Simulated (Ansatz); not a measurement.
# Si: the cost of one run

Method: DFT PBE, scalar-relativistic, plane waves, PAW, in Ansatz 0.2.0.

1 further run of the same task is left out (set aside as unsound or not needed).

## (1) Starting point

The structure is hexagonal, space group P6/mmm (No. 191). The conventional cell has a = 2.642 Å, b = 2.642 Å, c = 2.497 Å, α = 90.00°, β = 90.00°, γ = 120.00°. Si (site symmetry 6/mmm) has 8 Si at 2.50 to 2.64 Å as nearest neighbours.

Coordinates:

```xyz
8
Lattice="0.0000 0.0000 4.9938 5.2842 0.0000 0.0000 -2.6421 4.5763 0.0000" Properties=species:S:1:pos:R:3 pbc="T T T"
Si    0.0000    0.0000    0.0000
Si    0.0000    0.0000    2.4969
Si   -1.3211    2.2881    0.0000
Si   -1.3211    2.2881    2.4969
Si    2.6421    0.0000    0.0000
Si    2.6421    0.0000    2.4969
Si    1.3211    2.2881    0.0000
Si    1.3211    2.2881    2.4969
```

It goes back to an entry of the Materials Project, which need not be the stable form.

It is built from the cell relaxed beforehand with the same method (15.10 Å³/atom).

## (2) The reference: the undisturbed cell on the scan's mesh

Input file input.yaml:

```yaml
crystal:
  lattice:
    - [0.0, 0.0, 4.9938171177]
    - [5.2842308228, 1.0e-10, 0.0]
    - [-2.6421154114, 4.576278132, 0.0]
  atoms:
    - { symbol: Si, position: [0.0, 0.0, 0.0] }
    - { symbol: Si, position: [0.5, 0.0, 0.0] }
    - { symbol: Si, position: [0.0, 0.0, 0.5] }
    - { symbol: Si, position: [0.5, 0.0, 0.5] }
    - { symbol: Si, position: [0.0, 0.5, 0.0] }
    - { symbol: Si, position: [0.5, 0.5, 0.0] }
    - { symbol: Si, position: [0.0, 0.5, 0.5] }
    - { symbol: Si, position: [0.5, 0.5, 0.5] }
basis:
  ecutwfc: 420
kpoints:
  mp_grid: { grid: [12, 12, 12] }
hamiltonian:
  xc: pbe
scf:
  occupations: { method: gaussian, width: 0.15 }
output:
  forces: true
  stress: true
  eigenvalues: true
```

Run with:

```sh
> ansatz run input.yaml --threads 1 --pin off --max-ram 2560MiB --backend cpu --events-out ev --progress --plain --runs-dir out
```

Q: Estimate wall time and peak memory on 1 thread of Intel Xeon 6975P-C (Granite Rapids), shared host.

About 10 s, with a peak of 0.6 GiB.
